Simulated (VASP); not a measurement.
# ScAl3 (Pm-3m) in VASP: notebook

The runs below take ScAl3 through relaxation of cell and atoms, with PBEsol.

All numbers are computed with VASP 6.6.1; they aren't measurements. Logs are shortened: lines on timing, memory, paths and dates and some standing lists are left out, and cuts for length are marked.

## 1. The crystal as given

It takes space group Pm-3m (No. 221, cubic). Conventional cell: a = 4.088 Å, b = 4.088 Å, c = 4.088 Å, α = 90.00°, β = 90.00°, γ = 90.00°. Sc (site symmetry m-3m) has 12 Al at 2.89 Å as nearest neighbours. Al (site symmetry 4/mmm) is surrounded by 4 Sc at 2.89 Å and 8 Al at 2.89 Å.

The cell is a database's computed one.

## 2. Relaxation of cell and atoms, PBEsol

INCAR

```
SYSTEM = ScAl3
ALGO = Normal
EDIFF = 1E-6
EDIFFG = -0.01
ENCUT = 600
GGA = PS
IBRION = 2
ISIF = 3
ISMEAR = 1
LASPH = .TRUE.
LCHARG = .FALSE.
LREAL = .FALSE.
LWAVE = .FALSE.
NELM = 80
NSW = 90
PREC = Accurate
SIGMA = 0.1
```

KPOINTS

```
k-points
0
G
  10 10 10
  0 0 0
```

POSCAR

```
ScAl3
1.0
    4.0878065700      0.0000000000      0.0000000000
    0.0000000000      4.0878065700      0.0000000000
    0.0000000000      0.0000000000      4.0878065700
Sc Al
1 3
Direct
    0.0000000000      0.0000000000      0.0000000000
    0.5000000000      0.0000000000      0.5000000000
    0.0000000000      0.5000000000      0.5000000000
    0.5000000000      0.5000000000      0.0000000000
```

Potentials or basis: VASP PAW PBE potentials, release 64 (Sc_sv, Al).

Run with:

```console
$ cat potpaw_PBE.64/Sc_sv/POTCAR potpaw_PBE.64/Al/POTCAR > POTCAR
$ mpirun -np 1 vasp_std > vasp.out
```

OUTCAR:

```text
SYSTEM = ScAl3
   EDIFF = 1E-6
   EDIFFG = -0.01
   ENCUT = 600
   GGA = PS
   IBRION = 2
   ISIF = 3
   ISMEAR = 1
   LASPH = .TRUE.
   LREAL = .FALSE.
   NELM = 80
   NSW = 90
   PREC = Accurate

 ion  position               nearest neighbor table
   1  0.000  0.000  0.000-   2 2.89   3 2.89   4 2.89   2 2.89   3 2.89   3 2.89   4 2.89   3 2.89
                             2 2.89   4 2.89   2 2.89   4 2.89
   2  0.500  0.000  0.500-   1 2.89   3 2.89   4 2.89   1 2.89   4 2.89   3 2.89   4 2.89   4 2.89
                             1 2.89   3 2.89   1 2.89   3 2.89
   3  0.000  0.500  0.500-   1 2.89   2 2.89   4 2.89   1 2.89   4 2.89   1 2.89   2 2.89   1 2.89
                             2 2.89   4 2.89   4 2.89   2 2.89
   4  0.500  0.500  0.000-   1 2.89   2 2.89   3 2.89   2 2.89   3 2.89   1 2.89   2 2.89   2 2.89
                             1 2.89   3 2.89   3 2.89   1 2.89

  LATTYP: Found a simple cubic cell.
 ALAT       =     4.0878065700

  Lattice vectors:

 A1 = (   4.0878065700,   0.0000000000,   0.0000000000)
 A2 = (   0.0000000000,   4.0878065700,   0.0000000000)
 A3 = (   0.0000000000,   0.0000000000,   4.0878065700)

Analysis of symmetry for initial positions (statically):
=====================================================================
 Subroutine PRICEL returns:
 Original cell was already a primitive cell.

 Routine SETGRP: Setting up the symmetry group for a
 simple cubic supercell.

 Subroutine GETGRP returns: Found 48 space group operations
 (whereof 48 operations were pure point group operations)
 out of a pool of 48 trial point group operations.

The static configuration has the point symmetry O_h .

Analysis of symmetry for dynamics (positions and initial velocities):
=====================================================================
 Subroutine PRICEL returns:
 Original cell was already a primitive cell.

 Routine SETGRP: Setting up the symmetry group for a
 simple cubic supercell.

 Subroutine GETGRP returns: Found 48 space group operations
 (whereof 48 operations were pure point group operations)
 out of a pool of 48 trial point group operations.

The dynamic configuration has the point symmetry O_h .

 Subroutine INISYM returns: Found 48 space group operations
 (whereof 48 operations are pure point group operations),
 and found     1 'primitive' translations

----------------------------------------------------------------------------------------

                                     Primitive cell

  volume of cell :      68.3079

  direct lattice vectors                    reciprocal lattice vectors
     4.087806570  0.000000000  0.000000000     0.244629970  0.000000000  0.000000000
     0.000000000  4.087806570  0.000000000     0.000000000  0.244629970  0.000000000
     0.000000000  0.000000000  4.087806570     0.000000000  0.000000000  0.244629970

  length of vectors
     4.087806570  4.087806570  4.087806570     0.244629970  0.244629970  0.244629970

  position of ions in fractional coordinates (direct lattice)
     0.000000000  0.000000000  0.000000000
     0.500000000  0.000000000  0.500000000
     0.000000000  0.500000000  0.500000000
     0.500000000  0.500000000  0.000000000

  ion indices of the primitive-cell ions
   primitive index   ion index
                 1           1
                 2           2
                 3           3
                 4           4

----------------------------------------------------------------------------------------

 KPOINTS: k-points

Automatic generation of k-mesh.
 Grid dimensions read from file:
 generate k-points for:   10   10   10

 Generating k-lattice:

  Cartesian coordinates                     Fractional coordinates (reciprocal lattice)
     0.024462997  0.000000000  0.000000000     0.100000000  0.000000000  0.000000000
     0.000000000  0.024462997  0.000000000     0.000000000  0.100000000  0.000000000
     0.000000000  0.000000000  0.024462997     0.000000000  0.000000000  0.100000000

  Length of vectors
     0.024462997  0.024462997  0.024462997

  Shift w.r.t. Gamma in fractional coordinates (k-lattice)
     0.000000000  0.000000000  0.000000000

 Subroutine IBZKPT returns following result:
 ===========================================

 Found     56 irreducible k-points:

 Following reciprocal coordinates:
            Coordinates               Weight
  0.000000  0.000000  0.000000      1.000000
  0.100000  0.000000  0.000000      6.000000
  0.200000  0.000000  0.000000      6.000000
  0.300000  0.000000  0.000000      6.000000
  0.400000  0.000000  0.000000      6.000000
  0.500000  0.000000  0.000000      3.000000
[... 16 lines left out ...]
  0.200000  0.100000  0.100000     24.000000
  0.300000  0.100000  0.100000     24.000000
 [... further k-points ...]
   k-points           NKPTS =     56   k-points in BZ     NKDIM =     56   number of bands    NBANDS=     14
   number of dos      NEDOS =    301   number of ions     NIONS =      4
   total plane-waves  NPLWV =  46656
   dimension x,y,z NGX =    36 NGY =   36 NGZ =   36
   dimension x,y,z NGXF=    72 NGYF=   72 NGZF=   72
   ions per type =               1   3
   NGX,Y,Z   is equivalent  to a cutoff of  14.64, 14.64, 14.64 a.u.
   NGXF,Y,Z  is equivalent  to a cutoff of  29.28, 29.28, 29.28 a.u.
 SYSTEM =  ScAl3
   PREC   = accura    normal or accurate (medium, high low for compatibility)
   ISTART =      0    job   : 0-new  1-cont  2-samecut
   ICHARG =      2    charge: 1-file 2-atom 10-const
   ISPIN  =      1    spin polarized calculation?
   LNONCOLLINEAR =      F non collinear calculations
   LSORBIT =      F    spin-orbit coupling
   LASPH  =      T    aspherical Exc in radial PAW
   ENCUT  =  600.0 eV  44.10 Ry    6.64 a.u.   8.16  8.16  8.16*2*pi/ulx,y,z
   NELM   =     80;   NELMIN=  2; NELMDL= -5     # of ELM steps
   EDIFF  = 0.1E-05   stopping-criterion for ELM
   LREAL  =      F    real-space projection
   EDIFFG = -.1E-01   stopping-criterion for IOM
   NSW    =     90    number of steps for IOM
   IBRION =      2    ionic relax: 0-MD 1-quasi-New 2-CG
   NFREE  =      1    steps in history (QN), initial steepest desc. (CG)
   ISIF   =      3    stress and relaxation
   ISYM   =      2    0-nonsym 1-usesym 2-fastsym
   POTIM  = 0.5000    time-step for ionic-motion
   TEBEG  =    0.0;   TEEND  =   0.0 temperature during run
   PSTRESS=    0.0 pullay stress
   NELECT =      20.0000    total number of electrons
   NUPDOWN=      -1.0000    fix difference up-down
   EMIN   =  10.00;   EMAX   =-10.00  energy-range for DOS
   EFERMI =   0.00;   METHOD = LEGACY
   ISMEAR =     1;   SIGMA  =   0.10  broadening in eV -4-tet -1-fermi 0-gaus
   EFERMI_NEDOS =   21; number of points for ismear=-14 and -15
   IALGO  =     38    algorithm
   IMIX   =      4    mixing-type and parameters
     AMIX     =   0.40;   BMIX     =  1.00
     AMIX_MAG =   1.60;   BMIX_MAG =  1.00
  volume/ion in A,a.u.               =      17.08       115.24
  Fermi-wavevector in a.u.,A,eV,Ry     =   1.087079  2.054282 16.078563  1.181741
  Thomas-Fermi vector in A             =   2.223230
   LORBIT       =      0    0 simple, 1 ext, 2 COOP (PROOUT), +10 PAW based schemes
   GGA     = PS    functional components
   LHFCALC =     F    Hartree Fock is set to
   AEXX    =    0.0000 exact exchange contribution
   IVDW    =     0    specifies the selected vdW correction
   LEPSILON=     F    determine dielectric tensor
   LRPA    =     F    only Hartree local field effects (RPA)
 conjugate gradient relaxation of ions
 non-spin polarized calculation
 Methfessel and Paxton  Order N= 1 SIGMA  =   0.10
  energy-cutoff  :      600.00
  volume of cell :       68.31
 maximum number of plane-waves:      2301
 NGX is ok and might be reduce to    36
   NGX = 17   NGY = 17   NGZ = 17

--------------------------------------- Ionic step        1  -------------------------------------------

 number of electron      20.0000002 magnetization

 Free energy of the ion-electron system (eV)
  ---------------------------------------------------
  ext. energy  EPLUGINS =         0.00000000
  ---------------------------------------------------
  free energy    TOTEN  =       -20.76224538 eV

  energy without entropy =      -20.76292467  energy(sigma->0) =      -20.76247181

------------------------ aborting loop because EDIFF is reached ----------------------------------------

  FORCE on cell =-STRESS in cart. coord.  units (eV):
  Direction    XX          YY          ZZ          XY          YZ          ZX
  --------------------------------------------------------------------------------------
  -------------------------------------------------------------------------------------
  Total       -0.4274797     -0.4274797     -0.4274797      0.0000000      0.0000000      0.0000000
  in kB      -10.0266307    -10.0266307    -10.0266307      0.0000000      0.0000000      0.0000000
  external PRESSURE =     -10.0266307 kB  Pullay stress =       0.0000000 kB
[... 61 lines left out ...]
  energy  without entropy=      -20.7649958287  energy(sigma->0) =      -20.76451175

--------------------------------------- Ionic step        3  -------------------------------------------

 number of electron      20.0000003 magnetization

 Free energy of the ion-electron system (eV)
  ---------------------------------------------------
  ext. energy  EPLUGINS =         0.00000000
  ---------------------------------------------------
  free energy    TOTEN  =       -20.76464028 eV

  energy without entropy =      -20.76535988  energy(sigma->0) =      -20.76488014

 E-fermi :   7.3158     XC(G=0): -10.5425

 val. band max:        7.3122393466   @ k =   0.3000   0.0000   0.0000
 cond. band min:       7.3487703460   @ k =   0.5000   0.3000   0.2000
 fundamental gap:      0.0365309994
 Fermi energy:         7.3158192025

 k-point     1 :       0.0000    0.0000    0.0000
  band No.  band energies     occupation
      1     -41.4006      2.00000
      2     -20.2041      2.00000
      3     -20.2041      2.00000
      4     -20.2041      2.00000
      5      -2.7787      2.00000
      6       4.6642      2.00000
      7       4.6642      2.00000
      8       5.4940      2.00000
      9       5.4940      2.00000
     10       5.4940      2.00000
     11       8.5207     -0.00000
     12       8.6079     -0.00000
     13       8.6079     -0.00000
     14       8.6079     -0.00000
[... 375 lines left out ...]
 k-point    24 :       0.3000    0.1000    0.1000
  band No.  band energies     occupation
      1     -41.3994      2.00000
      2     -20.2263      2.00000
      3     -20.2054      2.00000
      4     -20.2051      2.00000
      5      -1.7836      2.00000
      6       1.7467      2.00000
      7       4.3487      2.00000
      8       4.9425      2.00000
      9       6.1048      2.00000
     10       7.5306     -0.00963
     11       7.9364     -0.00000
     12       8.3355     -0.00000
     13       9.2710     -0.00000
     14       9.9976      0.00000

 [... further k-points ...]

------------------------ aborting loop because EDIFF is reached ----------------------------------------

  FORCE on cell =-STRESS in cart. coord.  units (eV):
  Direction    XX          YY          ZZ          XY          YZ          ZX
  --------------------------------------------------------------------------------------
  -------------------------------------------------------------------------------------
  Total        0.0003071      0.0003071      0.0003071     -0.0000000     -0.0000000      0.0000000
  in kB        0.0072833      0.0072833      0.0072833     -0.0000000     -0.0000000      0.0000000
  external PRESSURE =       0.0072833 kB  Pullay stress =       0.0000000 kB
[... 19 lines left out ...]
  FREE ENERGIE OF THE ION-ELECTRON SYSTEM (eV)
  ---------------------------------------------------
  free  energy   TOTEN  =       -20.7646402769 eV

  energy  without entropy=      -20.7653598781  energy(sigma->0) =      -20.76488014

 reached required accuracy - stopping structural energy minimisation
```

Wall time 83 s (1 thread of Intel Xeon Platinum 8488C (Sapphire Rapids), shared host); peak memory 0.25 GiB.

What came out:

- Free energy: -20.7646 eV
- Relaxed volume: 16.89 Å³/atom
- Relaxed cell: a = 4.073 Å, b = 4.073 Å, c = 4.073 Å, α = 90.00°, β = 90.00°, γ = 90.00°
- Space group after relaxing (to 0.05 Å): Pm-3m (No. 221)
- Energy gained by relaxing: 0.6 meV/atom
- Ionic steps: 3
- Pressure after relaxing: 0.0 GPa
- Band gap on the k mesh: none (metal or under the smearing width)

The path:
```
step  energy change (eV)  largest force (eV/Å)  pressure (GPa)  volume (Å³)
   1              0.0000                0.0000           -1.00        68.31
   2             -0.0020                0.0000            0.42        67.26
   3             -0.0024                0.0000            0.00        67.55
```

Final structure:
```
CELL_PARAMETERS angstrom
4.07266 0.00000 0.00000
0.00000 4.07266 0.00000
0.00000 0.00000 4.07266
ATOMIC_POSITIONS crystal
Sc 0.00000 0.00000 0.00000
Al 0.50000 0.00000 0.50000
Al 0.00000 0.50000 0.50000
Al 0.50000 0.50000 0.00000
```

Levels at points of the mesh, in eV from the Fermi level:
| k point | band 8 | band 9 | band 10 | band 11 | band 12 | band 13 |
| --- | --- | --- | --- | --- | --- | --- |
| (0.00, 0.00, 0.00) | -1.82 | -1.82 | -1.82 | 1.20 | 1.29 | 1.29 |
| (0.50, 0.00, 0.00) | -1.75 | -1.52 | 0.93 | 1.01 | 1.01 | 1.33 |
| (0.50, 0.50, 0.00) | -4.41 | -0.56 | -0.56 | 1.20 | 1.36 | 2.08 |
| (0.50, 0.50, 0.50) | -4.53 | -2.97 | -2.97 | -2.97 | 0.93 | 2.62 |

Caveat: the PAW data sets were made with another functional, which shifts forces and pressure a little.

(Continued in part 2 of 2.)
